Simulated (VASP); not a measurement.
**Bi: equation of state with r2SCAN**

Bi:

```xyz
2
Lattice="2.2689 1.3099 4.1247 -2.2689 1.3099 4.1247 0.0000 -2.6199 4.1247" Properties=species:S:1:pos:R:3 pbc="T T T"
Bi    0.0000    0.0000    9.5143
Bi    0.0000    0.0000    2.8597
```

| Item | Value |
| --- | --- |
| Program | VASP 6.6.1 |
| Task | equation of state |
| Functional | r2SCAN |
| Potentials or basis | VASP PAW PBE potentials, release 64 (Bi_d) |
| Cutoff | 520 eV |
| k mesh | 6 × 6 × 6 |
| Occupations | gaussian, width 0.02 eV |
| Spin | no spin polarisation |
| Ladder | gaps |
| Further INCAR settings | ALGO = Normal; EDIFF = 1e-06 |

| Property | Result |
| --- | --- |
| Equilibrium volume | 36.80 Å³/atom |
| Bulk modulus at fixed shape and positions | 45 GPa |
| Pressure derivative of the bulk modulus | 4.6 (rough: it moves with the points fitted) |

Energy against volume, from the lowest point:
| volume (Å³/atom) | energy (meV/atom) |
| --- | --- |
| 35.306 | 9.32 |
| 36.042 | 2.34 |
| 36.777 | 0.00 |
| 37.513 | 1.90 |
| 38.248 | 7.49 |

All runs of the series together: 10 min on 1 thread of Intel(R) Xeon(R) 6975P-C (Granite Rapids) (shared host).

Caveat: the cell was scaled at fixed shape and fractional positions, which overstates the stiffness of a crystal with free parameters, most of all of layers and chains; the PAW data sets were made with another functional, which shifts forces and pressure a little; spin-orbit coupling is left out, which moves the levels of the heavy elements.
